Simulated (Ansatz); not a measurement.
Crystal: InP.

```
In P
1.0
     0.00000    2.93050    2.93050
     2.93050    0.00000    2.93050
     2.93050    2.93050    0.00000
In P
1 1
Cartesian
  0.0000 0.0000 0.0000
  4.3957 4.3957 4.3957
```

| Item | Value |
| --- | --- |
| Program | Ansatz 0.2.0 |
| Task | relaxation of cell and atoms |
| Functional | PBE0 |
| Potentials or basis | Ansatz PAW |
| Cutoff | 420 eV (not typed: the program's choice for these potentials) |
| k mesh | 4 × 4 × 4 |
| Occupations | fermi-dirac, width 0.05 eV |
| Spin | no spin polarisation |

At the start: volume 25.17 Å³/atom.

Q: Where does the relaxation end?

A: It ends after 4 steps and the volume is 25.69 Å³/atom (+2.1 %); space group F-43m (No. 216, to 0.05 Å).

Step by step:
```
step  energy change (eV)  largest force (eV/Å)  volume (Å³)
   1              0.0000                0.0000        50.33
   2             -0.0042                0.0000        51.62
   3             -0.0045                0.0000        51.37
   4             -0.0048                0.0000        51.37
```

Final structure:
```xyz
2
Lattice="0.0000 2.9505 2.9505 2.9505 0.0000 2.9505 2.9505 2.9505 0.0000" Properties=species:S:1:pos:R:3 pbc="T T T"
In    0.0000    0.0000    0.0000
P     4.4258    4.4258    4.4258
```

Caveat: the k mesh is coarse (spacing up to 0.46 Å⁻¹), so the values aren't converged, least of all with exact exchange; the plane-wave basis is chosen anew once the cell has moved, so the energies of steps on either side of that aren't comparable; the PAW data sets come from PBE, with cores solved anew for the run's functional, which leaves a small shift of forces and pressure.
